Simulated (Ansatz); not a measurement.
# Density of states of MgH$_{2}$

```xyz
3
Lattice="0.0000 2.3787 2.3787 2.3787 0.0000 2.3787 2.3787 2.3787 0.0000" Properties=species:S:1:pos:R:3 pbc="T T T"
Mg    0.0000    0.0000    0.0000
H     1.1894    1.1894    1.1894
H     3.5681    3.5681    3.5681
```

The structure comes from a relaxation in the same program, started in the fluorite type, and has space group Fm-3m. Whether it is a known phase or the ground state wasn't checked.

The calculation used Ansatz 0.2.0, DFT, PBE, all-electron LAPW, scalar-relativistic.

Settings: a Γ-centred 14×14×14 k mesh, Fermi–Dirac smearing of 0.05 eV, basis error target 1 meV/atom, no spin polarisation.

States per eV and cell, averaged over 0.6 eV, from -5.8 to 3.6 eV, with energies (bin centres) from the Fermi level; empty bins are left out. 

```json
{"E (eV)": "-5.6", "total": "0.72"}
{"E (eV)": "-5.0", "total": "0.62"}
{"E (eV)": "-4.4", "total": "0.70"}
{"E (eV)": "-3.8", "total": "0.59"}
{"E (eV)": "-3.2", "total": "0.54"}
{"E (eV)": "-2.6", "total": "0.48"}
{"E (eV)": "-2.0", "total": "0.30"}
{"E (eV)": "-1.4", "total": "0.20"}
{"E (eV)": "-0.8", "total": "0.13"}
{"E (eV)": "-0.2", "total": "0.16"}
{"E (eV)": "0.4", "total": "0.27"}
{"E (eV)": "1.0", "total": "0.33"}
{"E (eV)": "1.6", "total": "0.38"}
{"E (eV)": "2.2", "total": "0.45"}
{"E (eV)": "2.8", "total": "0.55"}
{"E (eV)": "3.4", "total": "0.64"}
```
